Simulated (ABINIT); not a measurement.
# Ir (P-1) in ABINIT: convergence with k mesh

Aim: find how far k mesh must go before the results for Ir settle, at RPBE. This setting moves, with any that are tied to it; all else stays.

All numbers are computed with ABINIT 10.8.3 (patched build); they aren't measurements. Logs are shortened: lines on timing, memory, paths and dates and some standing lists are left out, and cuts for length are marked. The log counts tension as positive stress, the text compression.

### Step 1. The cell of the first run

The typed cell holds 1 atom: a = 2.756 Å, b = 2.691 Å, c = 2.707 Å, α = 59.54°, β = 59.37°, γ = 59.85°.

The cell isn't the ideal one: cell strained at random at fixed volume.

### Step 2. With k mesh 2 × 2 × 2

run.abi

```
# Pseudopotentials
pp_dirpath "./"
pseudos "Ir.upf"

# Structure
acell 3*1.0
rprim
    -0.0170604475     3.7007753918     3.6640296673
     3.5874352880     0.0432709488     3.6036982710
     3.5898730347     3.6428798525     0.0408332021
ntypat 1
znucl 77
natom 1
typat 1
xred
    -0.0023390000    -0.0031610000    -0.0142520000
chkprim 0
chksymtnons 0
tolsym 1.0e-6

# Plane-wave basis
ecut 925.187132 eV

# k points
kptopt 1
ngkpt 2 2 2
nshiftk 1
shiftk 0.0 0.0 0.0

# Exchange and correlation
ixc 15

# Bands and occupations
nband 13
occopt 3
tsmear 0.05 eV

# SCF cycle
nstep 100
tolvrs 1.0e-10

# Output
iomode 3
prtwf 0
prtden 0
prteig 0
prtebands 0
enunit 2
```

Potentials or basis: PseudoDojo NC SR PBE v0.4.1 standard.

The run is started by

```sh
$ abinit run.abi > log 2>&1
```

run.abo:

```text
.Version 10.8.3 of ABINIT
 Symmetries : space group P-1 (#  2); Bravais aP (primitive triclinic)
================================================================================
 Values of the parameters that define the memory need of the present run
     intxc =       0    ionmov =       0      iscf =       7    lmnmax =       8
     lnmax =       8     mgfft =      30  mpssoang =       4    mqgrid =    3001
     natom =       1  nloc_mem =       1    nspden =       1   nspinor =       1
    nsppol =       1      nsym =       2    n1xccc =    2501    ntypat =       1
    occopt =       3   xclevel =       2
       mpw =         454          nfft =       27000          nkpt =           8
================================================================================
================================================================================

--------------------------------------------------------------------------------
------------- Echo of variables that govern the present computation ------------
--------------------------------------------------------------------------------
 -outvars: echo values of preprocessed input variables --------
            acell      1.0000000000E+00  1.0000000000E+00  1.0000000000E+00 Bohr
              amu      1.92220000E+02
          chkprim           0
      chksymtnons           0
             ecut      3.40000000E+01 Hartree
           enunit           2
              ixc          15
         kptrlatt        2    0    0      0    2    0      0    0    2
          kptrlen      1.01294023E+01
            natom           1
            nband          13
            ngfft          30      30      30
             nkpt           8
            nstep         100
             nsym           2
           ntypat           1
           occopt           3
           prtden           0
        prtebands           0
           prteig           0
            prtwf           0
            rprim     -1.7060447500E-02  3.7007753918E+00  3.6640296673E+00
                       3.5874352880E+00  4.3270948800E-02  3.6036982710E+00
                       3.5898730347E+00  3.6428798525E+00  4.0833202100E-02
          spgroup           2
           tolsym      1.00000000E-06
           tolvrs      1.00000000E-10
           tsmear      1.83746611E-03 Hartree
            typat      1
           xangst     -3.3053916222E-02 -3.2126992338E-02 -1.0871104623E-02
            xcart     -6.2462849049E-02 -6.0711216768E-02 -2.0543410423E-02
             xred     -2.3390000000E-03 -3.1610000000E-03 -1.4252000000E-02
            znucl       77.00000

================================================================================

 chkinp: Checking input parameters for consistency.

================================================================================
== DATASET  1 ==================================================================

--- !DatasetInfo
iteration_state: {dtset: 1, }
dimensions: {natom: 1, nkpt: 8, mband: 13, nsppol: 1, nspinor: 1, nspden: 1, mpw: 454, }
cutoff_energies: {ecut:  34.0, pawecutdg:  -1.0, }
electrons: {nelect:   1.70000000E+01, charge:   0.00000000E+00, occopt:   3.00000000E+00, tsmear:   1.83746611E-03, }
[... 77 lines left out ...]
- [ -0.00000000E+00,  -0.00000000E+00,  -0.00000000E+00, ]
force_length_stats: {min:   0.00000000E+00, max:   0.00000000E+00, mean:   0.00000000E+00, }
...

 Integrated electronic density in atomic spheres:
 ------------------------------------------------
 Atom  Sphere_radius  Integrated_density
    1        2.00000         13.44962697
================================================================================

 ----iterations are completed or convergence reached----

 Mean square residual over all n,k,spin=   30.881E-08; max=  19.686E-06
 reduced coordinates (array xred) for    1 atoms
      -0.002339000000     -0.003161000000     -0.014252000000
 rms dE/dt=  0.0000E+00; max dE/dt=  0.0000E+00; dE/dt below (all hartree)
    1       0.000000000000      0.000000000000      0.000000000000

 cartesian coordinates (angstrom) at end:
    1     -0.03305391622249    -0.03212699233824    -0.01087110462258

 cartesian forces (hartree/bohr) at end:
    1     -0.00000000000000    -0.00000000000000    -0.00000000000000
 frms,max,avg= 0.0000000E+00 0.0000000E+00   0.000E+00  0.000E+00  0.000E+00 h/b

 cartesian forces (eV/Angstrom) at end:
    1     -0.00000000000000    -0.00000000000000    -0.00000000000000
 frms,max,avg= 0.0000000E+00 0.0000000E+00   0.000E+00  0.000E+00  0.000E+00 e/A
 length scales=  1.000000000000  1.000000000000  1.000000000000 bohr
              =  0.529177210544  0.529177210544  0.529177210544 angstroms
 Fermi (or HOMO) energy (hartree) =   0.71891   Average Vxc (hartree)=  -0.54911
 Eigenvalues (hartree) for nkpt=   8  k points:
 kpt#   1, nband= 13, wtk=  0.12500, kpt=  0.0000  0.0000  0.0000 (reduced coord)
  -2.72799   -1.13333   -1.12874   -1.12387    0.25993    0.52542    0.53521    0.53859
   0.63521    0.64502    1.16300    1.35483    1.38582
      occupation numbers for kpt#   1
   2.00000    2.00000    2.00000    2.00000    2.00000    2.00000    2.00000    2.00000
   2.00000    2.00000    0.00000    0.00000    0.00000
 prteigrs : prtvol=0 or 1, do not print more k-points.

 Fermi (or HOMO) energy (eV) =  19.56266   Average Vxc (eV)= -14.94203
 Eigenvalues (   eV  ) for nkpt=   8  k points:
 kpt#   1, nband= 13, wtk=  0.12500, kpt=  0.0000  0.0000  0.0000 (reduced coord)
 -74.23236  -30.83952  -30.71451  -30.58198    7.07296   14.29731   14.56382   14.65568
  17.28485   17.55190   31.64683   36.86669   37.71007
 prteigrs : prtvol=0 or 1, do not print more k-points.

--- !EnergyTerms
iteration_state     : {dtset: 1, }
comment             : Components of total free energy in Hartree
kinetic             :  3.26672075499000E+01
hartree             :  1.47558525245093E+01
xc                  : -2.19579402972593E+01
Ewald energy        : -9.15004266204787E+01
psp_core            :  4.95871622251393E+00
local_psp           : -5.98136668447973E+01
non_local_psp       :  5.89035476201804E+00
internal            : -1.14999902703594E+02
'-kT*entropy'       : -2.68745302293490E-03
total_energy        : -1.15002590156617E+02
total_energy_eV     : -3.12937990003996E+03
band_energy         : -7.41359235452245E+00
...

 Cartesian components of stress tensor (hartree/bohr^3)
  sigma(1 1)= -2.97956608E-03  sigma(3 2)= -3.63997999E-04
  sigma(2 2)= -3.54733712E-03  sigma(3 1)=  7.55616772E-05
  sigma(3 3)= -3.11252846E-03  sigma(2 1)=  6.61545011E-05

-Cartesian components of stress tensor (GPa)         [Pressure=  9.4534E+01 GPa]
- sigma(1 1)= -8.76618607E+01  sigma(3 2)= -1.07091909E+01
- sigma(2 2)= -1.04366261E+02  sigma(3 1)=  2.22310129E+00
- sigma(3 3)= -9.15737488E+01  sigma(2 1)=  1.94633262E+00

== END DATASET(S) ==============================================================
================================================================================

 -outvars: echo values of variables after computation  --------
            acell      1.0000000000E+00  1.0000000000E+00  1.0000000000E+00 Bohr
           etotal     -1.1500259016E+02
            fcart     -0.0000000000E+00 -0.0000000000E+00 -0.0000000000E+00
            rprim     -1.7060447500E-02  3.7007753918E+00  3.6640296673E+00
                       3.5874352880E+00  4.3270948800E-02  3.6036982710E+00
                       3.5898730347E+00  3.6428798525E+00  4.0833202100E-02
           strten     -2.9795660846E-03 -3.5473371187E-03 -3.1125284589E-03
                      -3.6399799872E-04  7.5561677163E-05  6.6154501144E-05
           xangst     -3.3053916222E-02 -3.2126992338E-02 -1.0871104623E-02
             xred     -2.3390000000E-03 -3.1610000000E-03 -1.4252000000E-02
 Calculation completed.
```

It took 3.7 s on 1 thread of Arm Neoverse V1, shared host; peak memory 0.07 GiB.

What came out:

```
Free energy                                           : -3129.3799 eV
Pressure                                              : 94.5 GPa
Band gap on the k mesh                                : none (metal or under the smearing width)
Valence electrons inside the program's atomic spheres : Ir 13.45 (radii [1.0584] Å)
```

### Step 3. With k mesh 4 × 4 × 4

Changes to run.abi since step 2:

```diff
@@ -25,3 +25,3 @@
 kptopt 1
-ngkpt 2 2 2
+ngkpt 4 4 4
 nshiftk 1
```

Potentials or basis: PseudoDojo NC SR PBE v0.4.1 standard.

The run is started by

```sh
$ abinit run.abi > log 2>&1
```

Wall time 14 s (1 thread of Arm Neoverse V1, shared host); peak memory 0.07 GiB.

The run converged. Its results:

| Property | Result |
| --- | --- |
| Free energy | -3134.7490 eV |
| Pressure | 5.1 GPa |
| Band gap on the k mesh | none (metal or under the smearing width) |
| Valence electrons inside the program's atomic spheres | Ir 13.36 (radii [1.0584] Å) |

### Step 4. With k mesh 5 × 5 × 5

Changes to run.abi since step 3:

```diff
@@ -25,3 +25,3 @@
 kptopt 1
-ngkpt 4 4 4
+ngkpt 5 5 5
 nshiftk 1
```

The run is started by

```sh
$ abinit run.abi > log 2>&1
```

Wall time 28 s (1 thread of Arm Neoverse V1, shared host); peak memory 0.07 GiB.

Results (log left out):

| Item | Value |
| --- | --- |
| Free energy | -3134.0078 eV |
| Pressure | 19.6 GPa |
| Band gap on the k mesh | none (metal or under the smearing width) |
| Valence electrons inside the program's atomic spheres | Ir 13.36 (radii [1.0584] Å) |

### Step 5. With k mesh 6 × 6 × 6

Changes to run.abi since step 4:

```diff
@@ -25,3 +25,3 @@
 kptopt 1
-ngkpt 5 5 5
+ngkpt 6 6 6
 nshiftk 1
```

The run is started by

```sh
$ abinit run.abi > log 2>&1
```

Run time: 44 s. Hardware: 1 thread of Arm Neoverse V1, shared host; peak memory 0.08 GiB.

Results (log left out):

* Free energy: -3134.1868 eV
* Pressure: 16.0 GPa
* Band gap on the k mesh: none (metal or under the smearing width)
* Valence electrons inside the program's atomic spheres: Ir 13.36 (radii [1.0584] Å)

### Step 6. With k mesh 7 × 7 × 7

Changes to run.abi since step 5:

```diff
@@ -25,3 +25,3 @@
 kptopt 1
-ngkpt 6 6 6
+ngkpt 7 7 7
 nshiftk 1
```

Potentials or basis: PseudoDojo NC SR PBE v0.4.1 standard.

The run is started by

```sh
$ abinit run.abi > log 2>&1
```

Wall time 69 s (1 thread of Arm Neoverse V1, shared host); peak memory 0.09 GiB.

Results (log left out):

* Free energy: -3134.3238 eV
* Pressure: 14.0 GPa
* Band gap on the k mesh: none (metal or under the smearing width)
* Valence electrons inside the program's atomic spheres: Ir 13.37 (radii [1.0584] Å)

### Step 7. With k mesh 8 × 8 × 8

Changes to run.abi since step 6:

```diff
@@ -25,3 +25,3 @@
 kptopt 1
-ngkpt 7 7 7
+ngkpt 8 8 8
 nshiftk 1
```

The run is started by

```sh
$ abinit run.abi > log 2>&1
```

Run time: 1.7 min. Hardware: 1 thread of Arm Neoverse V1, shared host; peak memory 0.1 GiB.

It converged, with:

| Property | Result |
| --- | --- |
| Free energy | -3134.1784 eV |
| Pressure | 16.6 GPa |
| Band gap on the k mesh | none (metal or under the smearing width) |
| Valence electrons inside the program's atomic spheres | Ir 13.37 (radii [1.0584] Å) |

### Step 8. With k mesh 10 × 10 × 10

Changes to run.abi since step 7:

```diff
@@ -25,3 +25,3 @@
 kptopt 1
-ngkpt 8 8 8
+ngkpt 10 10 10
 nshiftk 1
```

The run is started by

```sh
$ abinit run.abi > log 2>&1
```

Wall time 3 min (1 thread of Arm Neoverse V1, shared host); peak memory 0.15 GiB.

It converged, with:

* Free energy: -3134.2543 eV
* Pressure: 15.2 GPa
* Band gap on the k mesh: none (metal or under the smearing width)
* Valence electrons inside the program's atomic spheres: Ir 13.36 (radii [1.0584] Å)

### Step 9. With k mesh 12 × 12 × 12

Changes to run.abi since step 8:

```diff
@@ -25,3 +25,3 @@
 kptopt 1
-ngkpt 10 10 10
+ngkpt 12 12 12
 nshiftk 1
```

Potentials or basis: PseudoDojo NC SR PBE v0.4.1 standard.

The run is started by

```sh
$ abinit run.abi > log 2>&1
```

It took 5.2 min on 1 thread of Arm Neoverse V1, shared host; peak memory 0.22 GiB.

The run converged. Its results:

| Property | Result |
| --- | --- |
| Free energy | -3134.2653 eV |
| Pressure | 14.8 GPa |
| Band gap on the k mesh | none (metal or under the smearing width) |
| Valence electrons inside the program's atomic spheres | Ir 13.36 (radii [1.0584] Å) |

### Step 10. Summary

```csv
k mesh,"energy less the tightest run, at zero smearing (meV/atom)",pressure (GPa),SCF cycles,CPU time (s),peak memory (GiB)
2 × 2 × 2,4919.59,94.53,13,3.7,0.07
4 × 4 × 4,-483.35,5.06,9,14,0.07
5 × 5 × 5,263.49,19.59,10,28,0.07
6 × 6 × 6,81.82,16.04,9,44,0.08
7 × 7 × 7,-58.81,13.99,9,69,0.09
8 × 8 × 8,91.46,16.61,9,100,0.1
10 × 10 × 10,12.97,15.23,8,180,0.15
12 × 12 × 12,0.00,14.76,8,310,0.22
```

Not settled before the last step: the energy (to 1 meV/atom), the pressure (to 0.1 GPa). Meshes of other sizes hit other points, so gaps and Fermi surfaces needn't settle smoothly. The tightest run that finished is the yardstick and may itself not be fully converged.

Caveats: the potentials were made for another functional, which shifts forces and pressure.
